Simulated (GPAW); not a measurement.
# HgTe (Coloradoite) (F-43m) in GPAW: notebook

The runs below take HgTe (Coloradoite) through equation of state, band structure, with revTPSS, optPBE-vdW, vdW-DF, BP86+D4, PBEint.

Program: GPAW 26.7.0. These are calculated values, not measurements. Logs are shortened: lines on timing, memory, paths and dates and some standing lists are left out, and cuts for length are marked. The log counts tension as positive stress, the text compression.

**What was measured.**

From a printed reference work, monograph, for a bulk crystal of HgTe: bulk modulus 43 GPa.

The results are compared with them further down.

### Step 1. The structure

It takes space group F-43m (No. 216, cubic). Conventional cell: a = 6.429 Å, b = 6.429 Å, c = 6.429 Å, α = 90.00°, β = 90.00°, γ = 90.00°. Hg (site symmetry -43m) has 4 Te at 2.78 Å as nearest neighbours. Te (site symmetry -43m) has 4 Hg at 2.78 Å as nearest neighbours.

### Step 2. Equation of state, revTPSS

The input, run.py:

```python
import spglib
from ase import Atoms
from ase.eos import EquationOfState
from ase.io import Trajectory, read
from ase.units import GPa
from gpaw import GPAW, PW

atoms = read('HgTe.cif')
cell, positions, numbers = spglib.find_primitive(
    (atoms.cell[:], atoms.get_scaled_positions(), atoms.numbers), symprec=1e-4)
atoms = Atoms(numbers, cell=cell, scaled_positions=positions, pbc=True)

traj = Trajectory('eos.traj', 'w')
volumes, energies = [], []
for x in [0.94, 0.96, 0.98, 1.0, 1.02, 1.04, 1.06]:
    a = atoms.copy()
    a.set_cell(atoms.cell * x**(1 / 3), scale_atoms=True)
    calc = GPAW(mode=PW(600),
                xc='MGGA_X_REVTPSS+MGGA_C_REVTPSS',
                kpts={'size': (6, 6, 6), 'gamma': True},
                occupations={'name': 'fermi-dirac', 'width': 0.05},
                nbands=18,
                convergence={'density': 1e-05, 'energy': 1e-05},
                eigensolver='davidson',
                maxiter=150,
                txt=f'eos-{x:.2f}.txt')
    a.calc = calc
    energies.append(a.get_potential_energy(force_consistent=True))
    volumes.append(a.get_volume())
    p = -a.get_stress()[:3].mean() / GPa
    calc.write(f'eos-{x:.2f}.gpw')
    traj.write(a)
    print(f'{x:.2f} {volumes[-1]:10.4f} A^3 {energies[-1]:14.6f} eV {p:9.3f} GPa', flush=True)

v0, e0, B = EquationOfState(volumes, energies, eos='birchmurnaghan').fit()
print(f'V0 = {v0:.4f} A^3, E0 = {e0:.6f} eV, B0 = {B / GPa:.2f} GPa')
```

The input, HgTe.cif:

```cif
data_HgTe
_cell_length_a 6.42900000
_cell_length_b 6.42900000
_cell_length_c 6.42900000
_cell_angle_alpha 90.00000000
_cell_angle_beta 90.00000000
_cell_angle_gamma 90.00000000
_space_group_name_H-M_alt 'F-43m'
_space_group_name_Hall 'F -4 2 3'
_space_group_IT_number 216
loop_
_space_group_symop_operation_xyz
'x,y,z'
'y,-x,-z'
'-x,-y,z'
'-y,x,-z'
'x,-y,-z'
'y,x,z'
'-x,y,-z'
'-y,-x,z'
'z,x,y'
'-z,y,-x'
'z,-x,-y'
'-z,-y,x'
'-z,x,-y'
'z,y,x'
'-z,-x,y'
'z,-y,-x'
'y,z,x'
'-x,-z,y'
'-y,z,-x'
'x,-z,-y'
'-y,-z,x'
'x,z,y'
'y,-z,-x'
'-x,z,-y'
'x,y+1/2,z+1/2'
'y,-x+1/2,-z+1/2'
'-x,-y+1/2,z+1/2'
'-y,x+1/2,-z+1/2'
'x,-y+1/2,-z+1/2'
'y,x+1/2,z+1/2'
'-x,y+1/2,-z+1/2'
'-y,-x+1/2,z+1/2'
'z,x+1/2,y+1/2'
'-z,y+1/2,-x+1/2'
'z,-x+1/2,-y+1/2'
'-z,-y+1/2,x+1/2'
'-z,x+1/2,-y+1/2'
'z,y+1/2,x+1/2'
'-z,-x+1/2,y+1/2'
'z,-y+1/2,-x+1/2'
'y,z+1/2,x+1/2'
'-x,-z+1/2,y+1/2'
'-y,z+1/2,-x+1/2'
'x,-z+1/2,-y+1/2'
'-y,-z+1/2,x+1/2'
'x,z+1/2,y+1/2'
'y,-z+1/2,-x+1/2'
'-x,z+1/2,-y+1/2'
'x+1/2,y,z+1/2'
'y+1/2,-x,-z+1/2'
'-x+1/2,-y,z+1/2'
'-y+1/2,x,-z+1/2'
'x+1/2,-y,-z+1/2'
'y+1/2,x,z+1/2'
'-x+1/2,y,-z+1/2'
'-y+1/2,-x,z+1/2'
'z+1/2,x,y+1/2'
'-z+1/2,y,-x+1/2'
'z+1/2,-x,-y+1/2'
'-z+1/2,-y,x+1/2'
'-z+1/2,x,-y+1/2'
'z+1/2,y,x+1/2'
'-z+1/2,-x,y+1/2'
'z+1/2,-y,-x+1/2'
'y+1/2,z,x+1/2'
'-x+1/2,-z,y+1/2'
'-y+1/2,z,-x+1/2'
'x+1/2,-z,-y+1/2'
'-y+1/2,-z,x+1/2'
'x+1/2,z,y+1/2'
'y+1/2,-z,-x+1/2'
'-x+1/2,z,-y+1/2'
'x+1/2,y+1/2,z'
'y+1/2,-x+1/2,-z'
'-x+1/2,-y+1/2,z'
'-y+1/2,x+1/2,-z'
'x+1/2,-y+1/2,-z'
'y+1/2,x+1/2,z'
'-x+1/2,y+1/2,-z'
'-y+1/2,-x+1/2,z'
'z+1/2,x+1/2,y'
'-z+1/2,y+1/2,-x'
'z+1/2,-x+1/2,-y'
'-z+1/2,-y+1/2,x'
'-z+1/2,x+1/2,-y'
'z+1/2,y+1/2,x'
'-z+1/2,-x+1/2,y'
'z+1/2,-y+1/2,-x'
'y+1/2,z+1/2,x'
'-x+1/2,-z+1/2,y'
'-y+1/2,z+1/2,-x'
'x+1/2,-z+1/2,-y'
'-y+1/2,-z+1/2,x'
'x+1/2,z+1/2,y'
'y+1/2,-z+1/2,-x'
'-x+1/2,z+1/2,-y'
loop_
_atom_site_label
_atom_site_type_symbol
_atom_site_symmetry_multiplicity
_atom_site_Wyckoff_symbol
_atom_site_fract_x
_atom_site_fract_y
_atom_site_fract_z
_atom_site_occupancy
Hg1 Hg 4 a 0.0000000000 0.0000000000 0.0000000000 1
Te1 Te 4 c 0.2500000000 0.2500000000 0.2500000000 1
```

Potentials or basis: GPAW PAW data sets (gpaw-data 1.2.1), pw.

Command:

```console
$ OMP_NUM_THREADS=1 python run.py
```

Standard output:

```text
__  _  _
 | _ |_)|_||  |
 |__||  | ||/\| - 26.7.0

Input parameters:
  mode=PW(ecut=600.0),
  convergence={'density': 1e-05, 'energy': 1e-05},
  eigensolver=Davidson(niter=2),
  kpts=MonkhorstPack(size=(6, 6, 6), gamma=True),
  maxiter=150,
  nbands=18,
  occupations=Occupations(name='fermi-dirac', width=0.05),
  xc=XC(name='MGGA_X_REVTPSS+MGGA_C_REVTPSS')

Diagonalizing LCAO Hamiltonian
Converting LCAO to pw mode

            Te

       Hg

Atoms  # Å, Bohr magnetons
|   | symbol |        x |        y |        z |    initial magnetic moments |
|---|--------|----------|----------|----------|-----------------------------|
| 0 |     Hg | 0.000000 | 0.000000 | 0.000000 | ( 0.0000,  0.0000,  0.0000) |
| 1 |     Te | 1.574440 | 1.574440 | 1.574440 | ( 0.0000,  0.0000,  0.0000) |

Unit cell  # Å
| periodic |        x |        y |        z |  lengths |    angles |
|----------|----------|----------|----------|----------|-----------|
|      yes | 0.000000 | 3.148880 | 3.148880 | 4.453188 | 60.000000 |
|      yes | 3.148880 | 0.000000 | 3.148880 | 4.453188 | 60.000000 |
|      yes | 3.148880 | 3.148880 | 0.000000 | 4.453188 | 60.000000 |

Number of symmetries: 24
Symmetry operations  # r_c * U_cc + t_c -> r_c
|    | kind |            matrix            |
|----|------|------------------------------|
|  0 |  E   |  1, 0, 0,  0, 1, 0,  0, 0, 1 |
|  1 |  σ   |  1, 0, 0,  0, 0, 1,  0, 1, 0 |
|  2 |  σ   |  1, 0,-1,  0, 1,-1,  0, 0,-1 |
|  3 |  C3  |  1, 0,-1,  0, 0,-1,  0, 1,-1 |
|  4 |  C3  |  1,-1, 0,  0,-1, 1,  0,-1, 0 |
|  5 |  σ   |  1,-1, 0,  0,-1, 0,  0,-1, 1 |
|  6 |  σ   |  0, 1, 0,  1, 0, 0,  0, 0, 1 |
|  7 |  C3  |  0, 1, 0,  0, 0, 1,  1, 0, 0 |
|  8 |  C2  |  0, 1,-1,  1, 0,-1,  0, 0,-1 |
|  9 |  S4  |  0, 1,-1,  0, 0,-1,  1, 0,-1 |
| 10 |  C3  |  0, 0, 1,  1, 0, 0,  0, 1, 0 |
| 11 |  σ   |  0, 0, 1,  0, 1, 0,  1, 0, 0 |
| 12 |  S4  |  0, 0,-1,  1, 0,-1,  0, 1,-1 |
| 13 |  C3  |  0, 0,-1,  0, 1,-1,  1, 0,-1 |
| 14 |  S4  |  0,-1, 1,  1,-1, 0,  0,-1, 0 |
| 15 |  C2  |  0,-1, 1,  0,-1, 0,  1,-1, 0 |
| 16 |  C3  |  0,-1, 0,  1,-1, 0,  0,-1, 1 |
| 17 |  S4  |  0,-1, 0,  0,-1, 1,  1,-1, 0 |
| 18 |  S4  | -1, 1, 0, -1, 0, 1, -1, 0, 0 |
| 19 |  C3  | -1, 1, 0, -1, 0, 0, -1, 0, 1 |
| 20 |  C3  | -1, 0, 1, -1, 1, 0, -1, 0, 0 |
| 21 |  S4  | -1, 0, 1, -1, 0, 0, -1, 1, 0 |
| 22 |  σ   | -1, 0, 0, -1, 1, 0, -1, 0, 1 |
| 23 |  C2  | -1, 0, 0, -1, 0, 1, -1, 1, 0 |

BZ-sampling:
  Number of BZ points: 216
  Number of IBZ points: 16

  Monkhorst-Pack size: [6, 6, 6]
  Monkhorst-Pack shift: [0.08333333333333333, 0.08333333333333333, 0.08333333333333333]

K-points  # in reciprocal-cell coordinates
|     |                                coordinates |     weight |
|-----|--------------------------------------------|------------|
|   0 | (  0.00000000,   0.00000000,   0.00000000) | 0.00462963 |
|   1 | (  0.16666667,   0.16666667,   0.00000000) | 0.02777778 |
|   2 | (  0.16666667,   0.16666667,   0.16666667) | 0.03703704 |
|   3 | (  0.33333333,   0.16666667,   0.16666667) | 0.05555556 |
|   4 | (  0.33333333,   0.33333333,  -0.33333333) | 0.05555556 |
|   5 | (  0.33333333,   0.33333333,   0.00000000) | 0.02777778 |
|   6 | (  0.33333333,   0.33333333,   0.16666667) | 0.11111111 |
|   7 | (  0.33333333,   0.33333333,   0.33333333) | 0.03703704 |
|   8 | (  0.50000000,   0.33333333,  -0.33333333) | 0.11111111 |
|   9 | (  0.50000000,   0.33333333,  -0.16666667) | 0.05555556 |
| ... |                                            |            |
|  15 | (  0.50000000,   0.50000000,   0.50000000) | 0.01851852 |

Plane wave coefficients: 2100
Cutoff: 600.0 eV

Spin-components: 1 (collinear spins)
Bands:           18
Projectors:      11
Spin-degeneracy: 2
Datatype:        complex128

Parallelization:
  kpt:    1
  domain: 1
  band:   1

Density:
  Valence electrons: 24.0
  Components: 1
  Grid points: [27 27 27]
  Charge: 0.0  # |e|

Potential:
  Grid points: [27 27 27]

species:
  Hg:
    name:    Mercury
    Z:       80.0
    valence: 18
    core:    62
    charge:  0.0  # [|e|]
    compensation charges:
      type: gauss
      rc: 0.41  # [Å]
      lmax: 2
    cutoffs:
      filter: 2.17  # [Å]
      core: 2.06  # [Å]
    projectors
    | kind |    occ | energy [eV] | rcut [Å] |
    |------|--------|-------------|----------|
    |   6s |  2.000 |      -6.783 |    1.307 |
    |   5p |  6.000 |     -66.572 |    1.291 |
    |   6p |  0.000 |      -1.056 |    1.291 |
    |   5d | 10.000 |      -9.891 |    1.302 |
    |    s |        |      20.429 |    1.307 |
    |    d |        |      17.320 |    1.302 |

    Using partial waves for Hg as LCAO basis

  Te:
    name:    Tellurium
    Z:       52.0
    valence: 6
    core:    46
    charge:  0.0  # [|e|]
    compensation charges:
      type: gauss
      rc: 0.36  # [Å]
      lmax: 2
    cutoffs:
      filter: 2.09  # [Å]
      core: 3.17  # [Å]
    projectors
    | kind |    occ | energy [eV] | rcut [Å] |
    |------|--------|-------------|----------|
    |   5s |  2.000 |     -15.089 |    1.180 |
    |   5p |  4.000 |      -5.955 |    1.196 |
    |    s |        |      12.123 |    1.180 |
    |    p |        |      21.256 |    1.196 |
    |    d |        |       0.000 |    1.238 |

    Using partial waves for Te as LCAO basis

Reference energy: -717946.462161  # eV

eigensolver:
  Davidson
  Converge bands: occupied
  niter=2

density mixing:
  MSR1-Mixer
  Pratt-step length: 0.05
  Maximum mixing coefficient: 0.75
  Old densities: 10
  SVD Regularization: 0.005
  Good broyden scale: 1.0
  Trust region scale: 1.0
  Backstep threshold: 4.0
  History deletion threshold: 6.0
  Fourier metric: weight=20.0, sigma=0.015

occupation numbers:
  Fermi-Dirac:
    width: 0.0500  # eV

poisson solver:
  ecut: 4800.0  # eV

xc functional:
  name: MGGA_X_REVTPSS+MGGA_C_REVTPSS with 2 nearest neighbor stencil

convergence criteria:
- Maximum integral of absolute [dens]ity change: 1e-05 electrons / valence electron
- Maximum [total energy] change in last 3 cyles: 1e-05 eV / valence electron
- Maximum integral of absolute [eigenst]ate change: 4e-08 eV^2 / valence electron
maximum number of iterations: 150

SCF iterations
|iter     | |      energy | eigst |  dens |
|---------|-|-------------|-------|-------|
|iter:   1| |  228.142797 | +2.02 |       |
|iter:   2| |   80.771523 | +1.14 | -0.91 |
|iter:   3| |   79.378020 | +0.09 | -1.47 |
|iter:   4| |   79.399470 | -0.75 | -1.50 |
|iter:   5| |   79.369203 | -1.71 | -1.70 |
|iter:   6| |   79.371671 | -2.47 | -1.88 |
|iter:   7| |   79.369275 | -2.78 | -1.91 |
|iter:   8| |   79.361143 | -3.18 | -2.15 |
|iter:   9| |   79.360917 | -3.94 | -2.39 |
|iter:  10| |   79.363917 | -3.22 | -2.41 |
|iter:  11| |   79.363791 | -4.14 | -2.69 |
|iter:  12| |   79.363515 | -4.38 | -3.03 |
|iter:  13| |   79.363547 | -5.17 | -3.28 |
|iter:  14| |   79.363534c| -5.32 | -3.79 |
|iter:  15| |   79.363533c| -5.97 | -4.62 |
|iter:  16| |   79.363532c| -6.35 | -4.98 |
|iter:  17| |   79.363532c| -7.03 | -5.50c|
|iter:  18| |   79.363532c| -7.33 | -5.84c|
|iter:  19| |   79.363532c| -8.57c| -6.14c|

Converged in 19 steps
Energy contributions relative to reference atoms: (reference = -717946.462161)

Energy contributions:
  Kinetic:          31.665714
  Coulomb:         -25.748003
  Zero:             -1.805707
  External:          0.000000
  Xc:               75.251989
  Entropy:          -0.000920
  Spinorbit:         0.000000
  ----------------------------
  Free energy:      79.363072
  Extrapolated:     79.363532

dipole moment: (-26.763696, -26.763696, -26.763696)  # |e|*Ang

Fermi level: 5.430
Eigenvalues  # (at kpt = [0.000, 0.000, 0.000])
| band index |      eig [eV] | occ [0-2] |
|------------|---------------|-----------|
|          0 |       -58.830 |     2.000 |
|        ... |               |           |
|          5 |        -2.612 |     2.000 |
|          6 |        -2.612 |     2.000 |
|          7 |        -2.019 |     2.000 |
|          8 |        -2.019 |     2.000 |
|          9 |         5.128 |     1.995 |
|         10 |         5.395 |     1.340 |
|         11 |         5.395 |     1.340 |
|         12 |         5.395 |     1.340 |
|         13 |         9.603 |     0.000 |
|         14 |         9.603 |     0.000 |
|         15 |         9.603 |     0.000 |
|         16 |        11.935 |     0.000 |
|         17 |        15.295 |     0.000 |

No gap
No difference between direct/indirect transitions

Stress tensor  # eV/Ang^3
|         x |         y |         z |
|-----------|-----------|-----------|
| -0.042037 |  0.000000 | -0.000000 |
|  0.000000 | -0.042037 |  0.000000 |
| -0.000000 |  0.000000 | -0.042037 |

# Writing to eos-0.94.gpw (mode='')
```

It took 9.2 min on 1 thread of Arm Neoverse V1, shared host; peak memory 1.1 GiB.

What came out:

* Equilibrium volume: 35.48 Å³/atom (rough: see the caveat)
* Bulk modulus: 38 GPa (rough)

Energy against volume, from the lowest point:
| volume (Å³/atom) | energy (meV/atom) |
| --- | --- |
| 31.223 | 78.40 |
| 31.887 | 53.39 |
| 32.551 | 33.90 |
| 33.215 | 19.32 |
| 33.880 | 9.13 |
| 34.544 | 2.83 |
| 35.208 | 0.00 |

Caveat: the minimum lies outside the volumes run; the PAW data sets were made with another functional, which shifts forces and pressure a little. Spin-orbit coupling is left out, which matters for the levels of Hg, Te.

[end of part 1 of 3]
